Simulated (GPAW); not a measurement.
# CdS (Greenockite) (P6_3mc) in GPAW: settings compared

One crystal, CdS (Greenockite), is run at these levels: C09-vdW, LDA, TB-mBJ; tasks: equation of state, single point.

Program: GPAW 26.7.0. These are calculated values, not measurements. Logs are shortened: lines on timing, memory, paths and dates and some standing lists are left out, and cuts for length are marked. The log counts tension as positive stress, the text compression.

**The experiment to reproduce.**

“Isotope dependence of band-gap energy”, 2008, arxiv:0807.2152 quotes, for a bulk crystal of CdS: band gap 2.5809 ± 0.0002 eV.

How close the calculation comes is told below.

### 1 Starting point

Symmetry: P6_3mc, No. 186, hexagonal system. Conventional cell: a = 4.150 Å, b = 4.150 Å, c = 6.737 Å, α = 90.00°, β = 90.00°, γ = 120.00°. Cd (site symmetry 3m) is surrounded by 4 S at 2.53 to 2.54 Å. Around S (site symmetry 3m) lie 4 Cd at 2.53 to 2.54 Å.

### 2 Equation of state, C09-vdW

Contents of run.py:

```python
from ase import Atoms
from ase.eos import EquationOfState
from ase.io import Trajectory
from ase.units import GPa
from gpaw import GPAW, PW

atoms = Atoms(['Cd', 'Cd', 'S', 'S'],
              cell=[[4.15, 0.0, 0.0],
                    [-2.075, 3.5940054257, 0.0],
                    [0.0, 0.0, 6.737]],
              scaled_positions=[[0.6666666667, 0.3333333333, 0.5],
                                [0.3333333333, 0.6666666667, 0.0],
                                [0.6666666667, 0.3333333333, 0.875],
                                [0.3333333333, 0.6666666667, 0.375]],
              pbc=True)

traj = Trajectory('eos.traj', 'w')
volumes, energies = [], []
for x in [0.94, 0.96, 0.98, 1.0, 1.02, 1.04, 1.06]:
    a = atoms.copy()
    a.set_cell(atoms.cell * x**(1 / 3), scale_atoms=True)
    calc = GPAW(mode=PW(600),
                xc={'name': 'C09-vdW', 'backend': 'libvdwxc'},
                kpts={'size': (5, 5, 3), 'gamma': True},
                occupations={'name': 'fermi-dirac', 'width': 0.05},
                nbands=31,
                convergence={'density': 1e-05, 'energy': 1e-05},
                maxiter=150,
                txt=f'eos-{x:.2f}.txt')
    a.calc = calc
    energies.append(a.get_potential_energy(force_consistent=True))
    volumes.append(a.get_volume())
    calc.write(f'eos-{x:.2f}.gpw')
    traj.write(a)
    print(f'{x:.2f} {volumes[-1]:10.4f} A^3 {energies[-1]:14.6f} eV', flush=True)

v0, e0, B = EquationOfState(volumes, energies, eos='birchmurnaghan').fit()
print(f'V0 = {v0:.4f} A^3, E0 = {e0:.6f} eV, B0 = {B / GPa:.2f} GPa')
```

Potentials or basis: GPAW PAW data sets (gpaw-data 1.2.1), pw.

Started as:

```console
> OMP_NUM_THREADS=1 python run.py
```

Standard output:

```text
__  _  _
 | _ |_)|_||  |
 |__||  | ||/\| - 26.7.0

Input parameters:
  mode=PW(ecut=600.0),
  convergence={'density': 1e-05, 'energy': 1e-05},
  kpts=MonkhorstPack(size=(5, 5, 3), gamma=True),
  maxiter=150,
  nbands=31,
  occupations=Occupations(name='fermi-dirac', width=0.05),
  xc=XC(name='C09-vdW', backend='libvdwxc')

Diagonalizing LCAO Hamiltonian
Converting LCAO to pw mode

            S

            Cd
        S

        Cd

Atoms  # Å, Bohr magnetons
|   | symbol |         x |        y |        z |    initial magnetic moments |
|---|--------|-----------|----------|----------|-----------------------------|
| 0 |     Cd |  2.032641 | 1.173546 | 3.299736 | ( 0.0000,  0.0000,  0.0000) |
| 1 |     Cd | -0.000000 | 2.347092 | 0.000000 | ( 0.0000,  0.0000,  0.0000) |
| 2 |      S |  2.032641 | 1.173546 | 5.774538 | ( 0.0000,  0.0000,  0.0000) |
| 3 |      S | -0.000000 | 2.347092 | 2.474802 | ( 0.0000,  0.0000,  0.0000) |

Unit cell  # Å
| periodic |         x |        y |        z |  lengths |     angles |
|----------|-----------|----------|----------|----------|------------|
|      yes |  4.065282 | 0.000000 | 0.000000 | 4.065282 |  90.000000 |
|      yes | -2.032641 | 3.520638 | 0.000000 | 4.065282 |  90.000000 |
|      yes |  0.000000 | 0.000000 | 6.599472 | 6.599472 | 120.000000 |

Number of symmetries: 6
Symmetry operations  # r_c * U_cc + t_c -> r_c
|   | kind |            matrix            |
|---|------|------------------------------|
| 0 |  σ   |  1, 1, 0,  0,-1, 0,  0, 0, 1 |
| 1 |  E   |  1, 0, 0,  0, 1, 0,  0, 0, 1 |
| 2 |  C3  |  0, 1, 0, -1,-1, 0,  0, 0, 1 |
| 3 |  σ   |  0,-1, 0, -1, 0, 0,  0, 0, 1 |
| 4 |  σ   | -1, 0, 0,  1, 1, 0,  0, 0, 1 |
| 5 |  C3  | -1,-1, 0,  1, 0, 0,  0, 0, 1 |

BZ-sampling:
  Number of BZ points: 75
  Number of IBZ points: 12

  Monkhorst-Pack size: [5, 5, 3]
  Monkhorst-Pack shift: [0, 0, 0]

K-points  # in reciprocal-cell coordinates
|     |                                coordinates |     weight |
|-----|--------------------------------------------|------------|
|   0 | (  0.00000000,   0.00000000,   0.00000000) | 0.01333333 |
|   1 | (  0.00000000,   0.00000000,   0.33333333) | 0.02666667 |
|   2 | (  0.20000000,   0.00000000,  -0.33333333) | 0.08000000 |
|   3 | (  0.20000000,   0.00000000,   0.00000000) | 0.08000000 |
|   4 | (  0.20000000,   0.00000000,   0.33333333) | 0.08000000 |
|   5 | (  0.40000000,  -0.20000000,   0.00000000) | 0.08000000 |
|   6 | (  0.40000000,  -0.20000000,   0.33333333) | 0.16000000 |
|   7 | (  0.40000000,   0.00000000,  -0.33333333) | 0.08000000 |
|   8 | (  0.40000000,   0.00000000,   0.00000000) | 0.08000000 |
|   9 | (  0.40000000,   0.00000000,   0.33333333) | 0.08000000 |
| ... |                                            |            |
|  11 | (  0.40000000,   0.40000000,   0.33333333) | 0.16000000 |

Plane wave coefficients: 3166
Cutoff: 600.0 eV

Spin-components: 1 (collinear spins)
Bands:           31
Projectors:      22
Spin-degeneracy: 2
Datatype:        complex128

Parallelization:
  kpt:    1
  domain: 1
  band:   1

Density:
  Valence electrons: 36.0
  Components: 1
  Grid points: [24 24 40]
  Charge: 0.0  # |e|

Potential:
  Grid points: [24 24 40]

species:
  Cd:
    name:    Cadmium
    Z:       48.0
    valence: 12
    core:    36
    charge:  0.0  # [|e|]
    compensation charges:
      type: gauss
      rc: 0.38  # [Å]
      lmax: 2
    cutoffs:
      filter: 2.12  # [Å]
      core: 2.62  # [Å]
    projectors
    | kind |    occ | energy [eV] | rcut [Å] |
    |------|--------|-------------|----------|
    |   5s |  2.000 |      -5.655 |    1.191 |
    |   5p |  0.000 |      -1.186 |    1.228 |
    |   4d | 10.000 |     -11.739 |    1.164 |
    |    s |        |      21.556 |    1.191 |
    |    p |        |      26.026 |    1.228 |
    |    d |        |      15.473 |    1.164 |

    Using partial waves for Cd as LCAO basis

  S:
    name:    Sulfur
    Z:       16.0
    valence: 6
    core:    10
    charge:  0.0  # [|e|]
    compensation charges:
      type: gauss
      rc: 0.24  # [Å]
      lmax: 2
    cutoffs:
      filter: 1.77  # [Å]
      core: 1.66  # [Å]
    projectors
    | kind |    occ | energy [eV] | rcut [Å] |
    |------|--------|-------------|----------|
    |   3s |  2.000 |     -17.254 |    0.974 |
    |   3p |  4.000 |      -7.008 |    0.979 |
    |    s |        |       9.957 |    0.974 |
    |    p |        |      20.203 |    0.979 |
    |    d |        |       0.000 |    0.900 |

    Using partial waves for S as LCAO basis

Reference energy: -326061.476468  # eV

eigensolver:
  PPCG
  Converge bands: occupied
  niter=2

density mixing:
  MSR1-Mixer
  Pratt-step length: 0.05
  Maximum mixing coefficient: 0.75
  Old densities: 10
  SVD Regularization: 0.005
  Good broyden scale: 1.0
  Trust region scale: 1.0
  Backstep threshold: 4.0
  History deletion threshold: 6.0
  Fourier metric: weight=20.0, sigma=0.015

occupation numbers:
  Fermi-Dirac:
    width: 0.0500  # eV

poisson solver:
  ecut: 4800.0  # eV

xc functional:
  name: vdW-C09 with libvdwxc
  Mode: serial
  Semilocal: GGA_X_C09X+LDA_C_PW with 2 nearest neighbor stencil
  Corresponding non-local functional: vdW-DF
  Local blocksize: 48 x 48 x 80
  PAW datasets: PBE

convergence criteria:
- Maximum integral of absolute [dens]ity change: 1e-05 electrons / valence electron
- Maximum [total energy] change in last 3 cyles: 1e-05 eV / valence electron
- Maximum integral of absolute [eigenst]ate change: 4e-08 eV^2 / valence electron
maximum number of iterations: 150

SCF iterations
|iter     | |      energy | eigst |  dens |
|---------|-|-------------|-------|-------|
|iter:   1| |  108.232897 | -0.33 |       |
|iter:   2| |  108.427208 | -2.04 | -1.15 |
|iter:   3| |  109.137017 | -1.39 | -1.19 |
|iter:   4| |  109.144015 | -3.21 | -1.74 |
|iter:   5| |  109.145232 | -3.62 | -2.19 |
|iter:   6| |  109.145147 | -4.98 | -2.82 |
|iter:   7| |  109.145137c| -6.26 | -3.52 |
|iter:   8| |  109.145136c| -7.44c| -4.45 |
|iter:   9| |  109.145136c| -7.64c| -4.76 |
|iter:  10| |  109.145136c| -7.92c| -5.26c|

Converged in 10 steps
Energy contributions relative to reference atoms: (reference = -326061.476468)

Energy contributions:
  Kinetic:          44.832858
  Coulomb:         -39.714442
  Zero:              0.127261
  External:          0.000000
  Xc:              103.899460
  Entropy:          -0.000000
  Spinorbit:         0.000000
  ----------------------------
  Free energy:     109.145136
  Extrapolated:    109.145136

dipole moment: (-0.000013, -0.000014, -18.394781)  # |e|*Ang

Fermi level: 4.679
Eigenvalues  # (at kpt = [0.000, 0.000, 0.000])
| band index |      eig [eV] | occ [0-2] |
|------------|---------------|-----------|
|          0 |        -8.610 |     2.000 |
|        ... |               |           |
|         10 |        -3.263 |     2.000 |
|         11 |        -2.878 |     2.000 |
|         12 |        -0.719 |     2.000 |
|         13 |         3.189 |     2.000 |
|         14 |         3.189 |     2.000 |
|         15 |         3.992 |     2.000 |
[... 8 lines left out ...]
|         24 |        11.558 |     0.000 |
|         25 |        11.759 |     0.000 |
|        ... |               |           |
|         30 |        15.503 |     0.000 |

Gap: 1.221 eV
Transition (v -> c):
  (s=0, k=0, n=17, [0.00, 0.00, 0.00]) -> (s=0, k=0, n=18, [0.00, 0.00, 0.00])
No difference between direct/indirect transitions
# Writing to eos-0.94.gpw (mode='')
```

It took 98 s on 1 thread of Intel Xeon Platinum 8488C (Sapphire Rapids), shared host; peak memory 0.48 GiB.

Results:

* Equilibrium volume: 25.02 Å³/atom
* Bulk modulus at fixed shape and positions: 61 GPa
* Pressure derivative of the bulk modulus: 4.3

Energy against volume, from the lowest point:
```tsv
volume (Å³/atom)	energy (meV/atom)
23.614	16.65
24.116	6.63
24.618	1.21
25.121	0.00
25.623	2.56
26.126	8.52
26.628	17.49
```

Caveat: the cell was scaled at fixed shape and fractional positions, which overstates the stiffness of a crystal with free parameters, most of all of layers and chains; the PAW data sets were made with another functional, which shifts forces and pressure a little.

### 3 Equation of state, LDA

run.py, as its differences from that of step 2:

```diff
@@ -4,3 +4,5 @@
 from ase.units import GPa
-from gpaw import GPAW, PW
+from gpaw import GPAW, PW, setup_paths
+
+setup_paths.insert(0, '.')
 
@@ -22,3 +24,3 @@
     calc = GPAW(mode=PW(600),
-                xc={'name': 'C09-vdW', 'backend': 'libvdwxc'},
+                xc='LDA',
                 kpts={'size': (5, 5, 3), 'gamma': True},
@@ -32,5 +34,6 @@
     volumes.append(a.get_volume())
+    p = -a.get_stress()[:3].mean() / GPa
     calc.write(f'eos-{x:.2f}.gpw')
     traj.write(a)
-    print(f'{x:.2f} {volumes[-1]:10.4f} A^3 {energies[-1]:14.6f} eV', flush=True)
+    print(f'{x:.2f} {volumes[-1]:10.4f} A^3 {energies[-1]:14.6f} eV {p:9.3f} GPa', flush=True)
```

Potentials or basis: PAW data sets generated in the run's folder for this functional, pw.

Started as:

```console
> gpaw-setup -f LDA Cd S
> OMP_NUM_THREADS=1 python run.py
```

Run time: 98 s. Hardware: 1 thread of Intel Xeon Platinum 8488C (Sapphire Rapids), shared host; peak memory 0.29 GiB.

The run converged. Its results:

```yaml
Equilibrium_volume: 23.79 Å³/atom
Bulk_modulus_at_fixed_shape_and_positions: 68 GPa
Pressure_derivative_of_the_bulk_modulus: 4.6
```

Energy against volume, from the lowest point:
| volume (Å³/atom) | energy (meV/atom) |
| --- | --- |
| 23.614 | 0.00 |
| 24.116 | 0.61 |
| 24.618 | 5.41 |
| 25.121 | 13.93 |
| 25.623 | 25.77 |
| 26.126 | 40.55 |
| 26.628 | 57.94 |

Caveat: the cell was scaled at fixed shape and fractional positions, which overstates the stiffness of a crystal with free parameters, most of all of layers and chains.

### 4 Single point, TB-mBJ

Contents of run.py:

```python
from ase import Atoms
from ase.dft.bandgap import bandgap
from ase.io import write
from gpaw import GPAW, PW

atoms = Atoms(['Cd', 'Cd', 'S', 'S'],
              cell=[[4.15, 0.0, 0.0],
                    [-2.075, 3.5940054257, 0.0],
                    [0.0, 0.0, 6.737]],
              scaled_positions=[[0.6666666667, 0.3333333333, 0.5],
                                [0.3333333333, 0.6666666667, 0.0],
                                [0.6666666667, 0.3333333333, 0.875],
                                [0.3333333333, 0.6666666667, 0.375]],
              pbc=True)

calc = GPAW(mode=PW(600),
            xc='TB09',
            kpts={'size': (6, 6, 4), 'gamma': True},
            occupations={'name': 'fermi-dirac', 'width': 0.05},
            nbands=31,
            convergence={'density': 1e-05, 'energy': 1e-05},
            eigensolver='cg',
            maxiter=150,
            txt='gpaw.txt')
atoms.calc = calc
energy = atoms.get_potential_energy()
calc.write('gs.gpw')
write('result.traj', atoms)
print('Fermi level:', round(calc.get_fermi_level(), 4), 'eV')
print(f'Gap: {bandgap(calc)[0]:.4f} eV, direct: {bandgap(calc, direct=True)[0]:.4f} eV')
```

Potentials or basis: GPAW PAW data sets for LDA (gpaw-data 1.2.1), pw.

Started as:

```console
> OMP_NUM_THREADS=1 python run.py
```

Wall time 2.8 min (1 thread of Arm Neoverse V1, shared host); peak memory 0.35 GiB.

The run converged. Its results:

* Band gap on the k mesh: 2.68 eV, direct

Levels at points of the mesh, in eV from the valence-band top:
```
           k point  band 15  band 16  band 17  band 18  band 19  band 20  band 21  band 22
(0.00, 0.00, 0.00)    -0.67    -0.03     0.00     0.00     2.68     4.06     7.40     7.40
(0.00, 0.00, 0.50)    -0.35    -0.35    -0.35    -0.35     4.11     4.11     7.21     7.21
(0.50, 0.50, 0.00)    -2.31    -1.65    -1.09    -0.65     4.85     4.97     6.07     7.49
(0.50, 0.50, 0.50)    -1.17    -1.17    -1.16    -1.16     4.67     4.67     6.31     6.31
```

Caveat: a model potential gives levels but no total energy; the PAW data sets were made with another functional, which shifts forces and pressure a little.

### 5 The runs side by side

| task | level | potentials or basis | k mesh | V0 of scaled cells (Å³/atom) | B0 (GPa) |
| --- | --- | --- | --- | --- | --- |
| equation of state | C09-vdW | GPAW PAW data sets (gpaw-data 1.2.1), pw | 5 × 5 × 3 | 25.02 | 61 |
| equation of state | LDA | PAW data sets generated in the run's folder for this functional, pw | 5 × 5 × 3 | 23.79 | 68 |
| single point | TB-mBJ | GPAW PAW data sets for LDA (gpaw-data 1.2.1), pw | 6 × 6 × 4 | - | - |

Alike in all rows: no spin polarisation; cell as given; cutoff (eV) 600; smearing fermi-dirac 0.05 eV.

Caveats: the cell was scaled at fixed shape and fractional positions, which overstates the stiffness of a crystal with free parameters, most of all of layers and chains (some runs); the PAW data sets were made with another functional, which shifts forces and pressure a little (some runs); a model potential gives levels but no total energy (some runs).

Absolute energies hang on the potentials; compare differences alone.

### 6 How close it comes

Step 4. Against the measured gap of CdS, 2.5809 eV (quoted in “Isotope dependence of band-gap energy”, 2008, arxiv:0807.2152), the calculated 2.68 eV is off by +0.10 eV. Spin-orbit coupling on Cd is left out. The value is that of TB-mBJ, without temperature or zero-point motion.
